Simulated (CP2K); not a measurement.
As under changes of volume

One of the cells (19.764 Å³/atom); the others are scaled copies at fixed shape and fractional positions:

```
As
1.0
     2.70368    0.00000    0.00000
     0.00000    2.70368    0.00000
     0.00000    0.00000    2.70368
As
1
Direct
  0.50000 0.50000 0.50000
```

This isn't the form of As at room conditions, which is rhombohedral.

```yaml
Program: CP2K 2026.2
Functional: LDA
Potentials_or_basis: GTH_POTENTIALS As GTH-PADE-q5; TZVP-MOLOPT-PBE-GTH basis
Density_cutoff: 6123 eV
k_mesh: 10 × 10 × 10
Occupations: fermi-dirac, width 0.05 eV
Spin: no spin polarisation
```

| volume (Å³/atom) | energy over the lowest point (meV/atom) | pressure (GPa) |
| --- | --- | --- |
| 18.578 | ? | ? |
| 18.973 | 0.00 | 0.5 |
| 19.368 | 1.20 | -1.4 |
| 19.764 | 6.77 | -3.1 |
| 20.159 | 16.28 | -4.6 |
| 20.554 | 29.37 | -6.0 |
| 20.949 | 45.69 | -7.2 |

**Question.** What does the run at 18.578 Å³/atom give?

**Answer.** Energy over the lowest point 3.63 meV/atom; pressure 2.6 GPa.

Worked out: A Birch-Murnaghan fit of order 3 (a polynomial in V^(-2/3)) to the other rows has its minimum at 19.07 Å³/atom with B0 = V·E''(V) = 92 GPa and B' = 3.8. It gives 3.62 meV/atom at 18.578 Å³/atom, against the run's 3.63, and -dE/dV = 2.5 GPa, against 2.6.

Energies are extrapolated to zero smearing.

Caveats: the basis of atomic orbitals isn't converged, which shifts pressures, moduli and gaps.
